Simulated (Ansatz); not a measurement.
**Calculated ¹⁷O nuclear quadrupole resonance for SiO2**

Cell: an entry of the Crystallography Open Database (COD; perhaps a calculated or model structure) whose atoms were relaxed with PBE, the cell held.

Space group P4_32_12 (No. 96); a = 4.9329, c = 6.4645 Å.

```
site  Wyckoff  site symmetry       x       y       z
  Si       4a            ..2  0.8169  0.8169  0.5000
   O       8b              1  0.2693  0.3637  0.8000
```

One atom of each set is listed.

Level of theory: DFT, PBE, plane waves and PAW (field gradients read without the response of the frozen cores, which leaves them typically 4 to 6 % off), scalar-relativistic, 420 eV cutoff, Γ-centred 4×4×3 k-points, Fermi–Dirac smearing 0.02 eV (Ansatz 0.2.0).

¹⁷O: I = 5/2, Q = -25.58 mb (year-2017 value). Static lattice, zero field.

Q: The simulated lines lie at 0.961, 1.70 MHz. What are |C_Q|, η and |V_zz| at O?

A: For I = 5/2 and η = 0 the lines are 3|C_Q|/20 and twice that; η pulls their ratio below 2. Here |C_Q| = 5.78 MHz, η = 0.32 and |V_zz| = 9.35 × 10²¹ V/m². The calculation gives V_zz positive; the lines don't show the sign. The site has 2 Si at 1.63 Å, angle 137°.

At O V_zz runs parallel to the line that joins its two neighbours (within 2°).

The cell is 8 % smaller than that of α-cristobalite at ambient conditions, so the entry probably stands for a crystal under pressure.

The relaxation (4 steps) took 20 s of wall time (20 s of CPU time) and 0.46 GiB at its peak, on 1 thread of Intel Xeon Platinum 8375C CPU @ 2.90GHz (Ice Lake) (x86_64; 8 cores open to the job, memory cap 3.0 GiB, no GPU), a shared host with a load of 0.7 a core.
